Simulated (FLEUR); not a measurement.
# TiC (Fm-3m) in FLEUR: notebook

One crystal, TiC, is run at these levels: PW91, revPBE+U, RPBE, PBE+U; tasks: single point, relaxation of the atoms.

Everything below comes from runs of FLEUR MaX-R8.1 (later development tree). Logs are shortened: lines on timing, memory, paths and dates and some standing lists are left out, and cuts for length are marked.

## 1. The structure

Symmetry: Fm-3m, No. 225, cubic system. Conventional cell: a = 4.331 Å, b = 4.331 Å, c = 4.331 Å, α = 90.00°, β = 90.00°, γ = 90.00°. Ti (site symmetry m-3m) has 6 C at 2.17 Å as nearest neighbours. Around C (site symmetry m-3m) lie 6 Ti at 2.17 Å.

The cell is a database's computed one.

## 2. Single point, PW91, collinear spin, ferromagnetic start

File inp.xml:

```xml
<?xml version="1.0" encoding="UTF-8" standalone="no"?>
<fleurInput fleurInputVersion="0.39">
   <comment>
      TiC                                                                                                 
   </comment>
   <calculationSetup>
      <cutoffs Kmax="4.27" Gmax="13.2" GmaxXC="13.2" numbands="0"/>
      <scfLoop itmax="60" minDistance="0.00001" maxIterBroyd="15" imix="Anderson" alpha="0.05" precondParam="0.0" spinf="2.0" sdNocoIR="T"/>
      <coreElectrons ctail="T" frcor="F" kcrel="0" coretail_lmax="0"/>
      <xcFunctional name="pw91" relativisticCorrections="F"/>
      <magnetism jspins="2"/>
      <soc l_soc="F" theta="0.0" phi="0.0" spav="F"/>
      <expertModes spex="0" secvar="F"/>
      <geometryOptimization l_f="F" forcealpha="1.0" forcemix="BFGS" epsdisp="0.00001" epsforce="0.00001"/>
      <ldaU l_linMix="F" mixParam="0.05" spinf="1.0"/>
   </calculationSetup>
   <cell>
      <bzIntegration valenceElectrons="16.0" mode="hist" fermiSmearingEnergy="0.00183747">
         <kPointListSelection listName="default-1"/>
         <!-- k-points included here -->
         <xi:include xmlns:xi="http://www.w3.org/2001/XInclude" href="kpts.xml"> </xi:include>
      </bzIntegration>
      <!-- symmetry operations included here -->
      <xi:include xmlns:xi="http://www.w3.org/2001/XInclude" href="sym.xml"> </xi:include>
      <bulkLattice scale="1.0">
         <bravaisMatrix>
            <row-1>    0.0000000000000000     4.0926154774783940     4.0926154774783940</row-1>
            <row-2>    4.0926154774783940     0.0000000000000000     4.0926154774783940</row-2>
            <row-3>    4.0926154774783940     4.0926154774783940     0.0000000000000000</row-3>
         </bravaisMatrix>
      </bulkLattice>
   </cell>
   <atomSpecies>
      <species name="Titanium (1.001" element="Ti" atomicNumber="22">
         <mtSphere radius="2.15" gridPoints="711" logIncrement="0.017"/>
         <atomicCutoffs lmax="9" lnonsphr="7"/>
         <electronConfig flipSpins="F">
            <coreConfig>(1s1/2) (2s1/2) (2p1/2) (2p3/2)</coreConfig>
            <valenceConfig>(3s1/2) (3p1/2) (3p3/2) (4s1/2) (3d3/2) (3d5/2)</valenceConfig>
            <stateOccupation state="(3d3/2)" spinUp="0.4" spinDown="0.4"/>
            <stateOccupation state="(3d5/2)" spinUp="1.1005" spinDown="0.0995"/>
         </electronConfig>
         <energyParameters s="4" p="4" d="3" f="4"/>
         <lo type="SCLO" l="0" n="3" eDeriv="0"/>
         <lo type="SCLO" l="1" n="3" eDeriv="0"/>
         <lo type="SCLO" l="1" n="3" eDeriv="1"/>
         <lo type="SCLO" l="2" n="3" eDeriv="2"/>
         <lo type="SCLO" l="3" n="4" eDeriv="2"/>
      </species>
      <species name="Carbon (C)" element="C" atomicNumber="6">
         <mtSphere radius="1.64" gridPoints="543" logIncrement="0.019"/>
         <atomicCutoffs lmax="8" lnonsphr="6"/>
         <electronConfig flipSpins="F">
            <coreConfig>(1s1/2)</coreConfig>
            <valenceConfig>(2s1/2) (2p1/2) (2p3/2)</valenceConfig>
            <stateOccupation state="(2p1/2)" spinUp="0.333333" spinDown="0.333333"/>
            <stateOccupation state="(2p3/2)" spinUp="0.666667" spinDown="0.666667"/>
         </electronConfig>
         <energyParameters s="2" p="2" d="3" f="4"/>
         <lo type="SCLO" l="0" n="2" eDeriv="2"/>
         <lo type="SCLO" l="1" n="2" eDeriv="2"/>
         <lo type="SCLO" l="2" n="3" eDeriv="2"/>
      </species>
   </atomSpecies>
   <atomGroups>
      <atomGroup species="Titanium (1.001">
         <relPos label="                   1">.0000000000 .0000000000 .0000000000</relPos>
         <force calculate="T" relaxXYZ="TTT"/>
      </atomGroup>
      <atomGroup species="Carbon (C)">
         <relPos label="                   2">1.000/2.000 1.000/2.000 1.000/2.000</relPos>
         <force calculate="T" relaxXYZ="TTT"/>
      </atomGroup>
   </atomGroups>
   <output dos="F" band="F" slice="F">
      <checks vchk="F" cdinf="F"/>
      <bandDOS minEnergy="-.5*Htr" maxEnergy="0.5*Htr" sigma="0.015" storeEVData="T"/>
      <vacuumDOS vacdos="F" integ="F" star="F" nstars="0" locx1="0.0" locy1="0.0" locx2="0.0" locy2="0.0" nstm="0" tworkf="0.0"/>
      <unfoldingBand unfoldBand="F" supercellX="1" supercellY="1" supercellZ="1"/>
      <plotting iplot="0" polar="F">
         <plot TwoD="T" vec1="  1.0  0.0  0.0" vec2="  0.0  1.0  0.0" vec3="  0.0  0.0  1.0" zero="  0.0  0.0  0.0" file="plot"/>
      </plotting>
      <chargeDensitySlicing numkpt="0" minEigenval="0.0" maxEigenval="0.0" nnne="0" pallst="F"/>
      <specialOutput eonly="F"/>
      <moessbauerParams electricFieldGradient="T" isomerShift="T" coreHyperfine="T" valenceHyperfine="T"/>
      <magneticCircularDichroism mcd="F" energyLo="-10.0" energyUp="0.0"/>
   </output>
  <!-- We include the file relax.xml here to enable relaxations (see documentation) -->
  <xi:include xmlns:xi="http://www.w3.org/2001/XInclude" href="relax.xml"> <xi:fallback/> </xi:include>
</fleurInput>
```

File crystal.txt:

```
TiC
&input cartesian=F /
0.0000000000  2.1657188437  2.1657188437
2.1657188437  0.0000000000  2.1657188437
2.1657188437  2.1657188437  0.0000000000
1.8897261246
1.0 1.0 1.0

2
22 0.0000000000  0.0000000000  0.0000000000 : 1.001
6 0.5000000000  0.5000000000  0.5000000000

&kpt div1=11 div2=11 div3=11 gamma=T /
```

Potentials or basis: all-electron, FLAPW.

Launch:

```sh
> inpgen -f crystal.txt -profile fastHighL
> # inp.xml edited to the form shown
> fleur_MPI
```

What it wrote:

```text
Welcome to FLEUR        (www.flapw.de)
      MaX-Release 8.1          (www.max-centre.eu)

 ========== k-point set info ==========
 Selected k-point list: default-1
 k-point list type: mesh
 11 x 11 x 11
 Number of k points: 56

 ------------Calculation Setup---------------------------
 Number of MPI-tasks      :            1
 Number of PE/node        :            1
 Number of OMP-threads    :            1
 Most efficient MPI parallelization for:
           1           2           4           7           8          14          28          56
 Additional eigenvalue parallelization possible
 Number of basis functions:          260
 Approximate size of matrices (H+S) per k-point:         0.001 GB
 --------------------------------------------------------
Nuclear radius smaller than smallest radial mesh point for atom type 2 -- skipping its core isomer shift
Nuclear radius smaller than smallest radial mesh point for atom type 2 -- skipping its isomer shift
 Iteration:     1   Distance:      30.02680202 me/bohr^3
Nuclear radius smaller than smallest radial mesh point for atom type 2 -- skipping its core isomer shift
Nuclear radius smaller than smallest radial mesh point for atom type 2 -- skipping its isomer shift
 Iteration:     2   Distance:      24.28556401 me/bohr^3
Nuclear radius smaller than smallest radial mesh point for atom type 2 -- skipping its core isomer shift
Nuclear radius smaller than smallest radial mesh point for atom type 2 -- skipping its isomer shift
 Iteration:     3   Distance:       9.70466381 me/bohr^3
Nuclear radius smaller than smallest radial mesh point for atom type 2 -- skipping its core isomer shift
Nuclear radius smaller than smallest radial mesh point for atom type 2 -- skipping its isomer shift
 Iteration:     4   Distance:       9.65611272 me/bohr^3
Nuclear radius smaller than smallest radial mesh point for atom type 2 -- skipping its core isomer shift
Nuclear radius smaller than smallest radial mesh point for atom type 2 -- skipping its isomer shift
 Iteration:     5   Distance:       1.91577168 me/bohr^3
Nuclear radius smaller than smallest radial mesh point for atom type 2 -- skipping its core isomer shift
Nuclear radius smaller than smallest radial mesh point for atom type 2 -- skipping its isomer shift
 Iteration:     6   Distance:       1.43366203 me/bohr^3
Nuclear radius smaller than smallest radial mesh point for atom type 2 -- skipping its core isomer shift
Nuclear radius smaller than smallest radial mesh point for atom type 2 -- skipping its isomer shift
 Iteration:     7   Distance:       0.66000268 me/bohr^3
Nuclear radius smaller than smallest radial mesh point for atom type 2 -- skipping its core isomer shift
Nuclear radius smaller than smallest radial mesh point for atom type 2 -- skipping its isomer shift
 Iteration:     8   Distance:       0.52734805 me/bohr^3
Nuclear radius smaller than smallest radial mesh point for atom type 2 -- skipping its core isomer shift
Nuclear radius smaller than smallest radial mesh point for atom type 2 -- skipping its isomer shift
 Iteration:     9   Distance:       0.21534523 me/bohr^3
Nuclear radius smaller than smallest radial mesh point for atom type 2 -- skipping its core isomer shift
Nuclear radius smaller than smallest radial mesh point for atom type 2 -- skipping its isomer shift
 Iteration:    10   Distance:       0.15868190 me/bohr^3
Nuclear radius smaller than smallest radial mesh point for atom type 2 -- skipping its core isomer shift
Nuclear radius smaller than smallest radial mesh point for atom type 2 -- skipping its isomer shift
 Iteration:    11   Distance:       0.04065127 me/bohr^3
Nuclear radius smaller than smallest radial mesh point for atom type 2 -- skipping its core isomer shift
Nuclear radius smaller than smallest radial mesh point for atom type 2 -- skipping its isomer shift
 Iteration:    12   Distance:       0.02982993 me/bohr^3
Nuclear radius smaller than smallest radial mesh point for atom type 2 -- skipping its core isomer shift
Nuclear radius smaller than smallest radial mesh point for atom type 2 -- skipping its isomer shift
 Iteration:    13   Distance:       0.00844772 me/bohr^3
Nuclear radius smaller than smallest radial mesh point for atom type 2 -- skipping its core isomer shift
Nuclear radius smaller than smallest radial mesh point for atom type 2 -- skipping its isomer shift
 Iteration:    14   Distance:       0.00086896 me/bohr^3
Nuclear radius smaller than smallest radial mesh point for atom type 2 -- skipping its core isomer shift
Nuclear radius smaller than smallest radial mesh point for atom type 2 -- skipping its isomer shift
 Iteration:    15   Distance:       0.00033251 me/bohr^3
Nuclear radius smaller than smallest radial mesh point for atom type 2 -- skipping its core isomer shift
Nuclear radius smaller than smallest radial mesh point for atom type 2 -- skipping its isomer shift
 Iteration:    16   Distance:       0.00031883 me/bohr^3
Nuclear radius smaller than smallest radial mesh point for atom type 2 -- skipping its core isomer shift
Nuclear radius smaller than smallest radial mesh point for atom type 2 -- skipping its isomer shift
 Iteration:    17   Distance:       0.00015748 me/bohr^3
Nuclear radius smaller than smallest radial mesh point for atom type 2 -- skipping its core isomer shift
Nuclear radius smaller than smallest radial mesh point for atom type 2 -- skipping its isomer shift
 Iteration:    18   Distance:       0.00006846 me/bohr^3
Nuclear radius smaller than smallest radial mesh point for atom type 2 -- skipping its core isomer shift
Nuclear radius smaller than smallest radial mesh point for atom type 2 -- skipping its isomer shift
 Iteration:    19   Distance:       0.00002480 me/bohr^3
Nuclear radius smaller than smallest radial mesh point for atom type 2 -- skipping its core isomer shift
Nuclear radius smaller than smallest radial mesh point for atom type 2 -- skipping its isomer shift
 Iteration:    20   Distance:       0.00000347 me/bohr^3

 ********************************************************************
 Run finished successfully
 Stop message:
   all done
 ********************************************************************
```

It took 36 s on 1 thread of Arm Neoverse V2, shared host; peak memory 0.06 GiB.

Results:

```yaml
Free_energy: -24280.1248 eV
Band_gap_on_the_k_mesh: none (metal or under the smearing width)
Net_moment: 0.00 μB per cell
Valence_electrons_inside_the_program's_atomic_spheres: Ti 9.93; C 2.83 (radii Ti 2.15, C 1.64 bohr)
```

Core levels (eV from the Fermi level):
| atom | levels |
| --- | --- |
| 1 Ti | 1s1/2 -4863.2, 2s1/2 -531.1, 2p1/2 -442.4, 2p3/2 -436.6 |
| 2 C | 1s1/2 -264.9 |

## 3. Single point, revPBE+U (atoms moved at random, drawn with an rms of 0.1 Å)

inp.xml: that of step 2 with these lines changed.

```diff
@@ -6,7 +6,7 @@
    <calculationSetup>
-      <cutoffs Kmax="4.27" Gmax="13.2" GmaxXC="13.2" numbands="0"/>
-      <scfLoop itmax="60" minDistance="0.00001" maxIterBroyd="15" imix="Anderson" alpha="0.05" precondParam="0.0" spinf="2.0" sdNocoIR="T"/>
+      <cutoffs Kmax="3.5" Gmax="17.5" GmaxXC="17.5" numbands="0"/>
+      <scfLoop itmax="100" minDistance="0.0002" maxIterBroyd="50" imix="Anderson" alpha="0.05" precondParam="0.0" spinf="2.0" sdNocoIR="T"/>
       <coreElectrons ctail="T" frcor="F" kcrel="0" coretail_lmax="0"/>
-      <xcFunctional name="pw91" relativisticCorrections="F"/>
-      <magnetism jspins="2"/>
+      <xcFunctional name="rpbe" relativisticCorrections="F"/>
+      <magnetism jspins="1"/>
       <soc l_soc="F" theta="0.0" phi="0.0" spav="F"/>
@@ -17,3 +17,3 @@
    <cell>
-      <bzIntegration valenceElectrons="16.0" mode="hist" fermiSmearingEnergy="0.00183747">
+      <bzIntegration valenceElectrons="16.0" mode="gauss" fermiSmearingEnergy="0.00073499">
          <kPointListSelection listName="default-1"/>
@@ -33,5 +33,5 @@
    <atomSpecies>
-      <species name="Titanium (1.001" element="Ti" atomicNumber="22">
-         <mtSphere radius="2.15" gridPoints="711" logIncrement="0.017"/>
-         <atomicCutoffs lmax="9" lnonsphr="7"/>
+      <species name="Titanium (Ti)" element="Ti" atomicNumber="22">
+         <mtSphere radius="1.99" gridPoints="659" logIncrement="0.018"/>
+         <atomicCutoffs lmax="7" lnonsphr="5"/>
          <electronConfig flipSpins="F">
@@ -39,6 +39,7 @@
             <valenceConfig>(3s1/2) (3p1/2) (3p3/2) (4s1/2) (3d3/2) (3d5/2)</valenceConfig>
-            <stateOccupation state="(3d3/2)" spinUp="0.4" spinDown="0.4"/>
-            <stateOccupation state="(3d5/2)" spinUp="1.1005" spinDown="0.0995"/>
+            <stateOccupation state="(3d3/2)" spinUp="0.400000" spinDown="0.400000"/>
+            <stateOccupation state="(3d5/2)" spinUp="0.600000" spinDown="0.600000"/>
          </electronConfig>
          <energyParameters s="4" p="4" d="3" f="4"/>
+         <ldaU l="2" U="6" J="0.9" l_amf="F"/>
          <lo type="SCLO" l="0" n="3" eDeriv="0"/>
@@ -46,3 +47,2 @@
          <lo type="SCLO" l="1" n="3" eDeriv="1"/>
-         <lo type="SCLO" l="2" n="3" eDeriv="2"/>
          <lo type="SCLO" l="3" n="4" eDeriv="2"/>
@@ -50,4 +50,4 @@
       <species name="Carbon (C)" element="C" atomicNumber="6">
-         <mtSphere radius="1.64" gridPoints="543" logIncrement="0.019"/>
-         <atomicCutoffs lmax="8" lnonsphr="6"/>
+         <mtSphere radius="1.52" gridPoints="503" logIncrement="0.02"/>
+         <atomicCutoffs lmax="5" lnonsphr="3"/>
          <electronConfig flipSpins="F">
@@ -65,4 +65,4 @@
    <atomGroups>
-      <atomGroup species="Titanium (1.001">
-         <relPos label="                   1">.0000000000 .0000000000 .0000000000</relPos>
+      <atomGroup species="Titanium (Ti)">
+         <relPos label="                   1">-.0382610000 -.0040730000 -.0078940000</relPos>
          <force calculate="T" relaxXYZ="TTT"/>
@@ -70,3 +70,3 @@
       <atomGroup species="Carbon (C)">
-         <relPos label="                   2">1.000/2.000 1.000/2.000 1.000/2.000</relPos>
+         <relPos label="                   2">-.4841860000 .4525730000 -.4860880000</relPos>
          <force calculate="T" relaxXYZ="TTT"/>
```

File crystal.txt:

```
TiC
&input cartesian=F /
0.0000000000  2.1657188437  2.1657188437
2.1657188437  0.0000000000  2.1657188437
2.1657188437  2.1657188437  0.0000000000
1.8897261246
1.0 1.0 1.0

2
22 -0.0382610000  -0.0040730000  -0.0078940000
6 0.5158140000  0.4525730000  0.5139120000

&kpt div1=7 div2=7 div3=7 gamma=T /
```

Potentials or basis: all-electron, FLAPW.

Launch:

```sh
> inpgen -f crystal.txt -profile veryFastHighL
> # inp.xml edited to the form shown
> fleur_MPI
```

Run time: 37 s. Hardware: 1 thread of Arm Neoverse V2, shared host; peak memory 0.13 GiB.

Results (log left out):

```yaml
Free_energy: -24272.3313 eV
Valence_electrons_inside_the_program's_atomic_spheres: Ti 9.40; C 2.49 (radii Ti 1.99, C 1.52 bohr)
```

Levels at points of the mesh, in eV from the Fermi level:
```tsv
k point	band 5	band 6	band 7	band 8	band 9	band 10	band 11	band 12
(0.00, 0.00, 0.00)	-12.73	0.23	0.31	0.39	1.17	1.75	2.57	2.64
```

Eigenvalues of the final occupation matrices:
```
       site  spin  trace               eigenvalues
atom type 1     1   1.36  0.16 0.18 0.19 0.40 0.43
```

Core levels (eV from the Fermi level):
```csv
atom,levels
1 Ti,"1s1/2 -4864.2, 2s1/2 -533.1, 2p1/2 -444.1, 2p3/2 -438.3"
2 C,1s1/2 -264.8
```

Caveat: the plane-wave cutoff is short for the small spheres of the light atoms, so energies, forces and moduli aren't converged; the U is typed as a test and isn't derived for this compound.

[end of part 1 of 3]
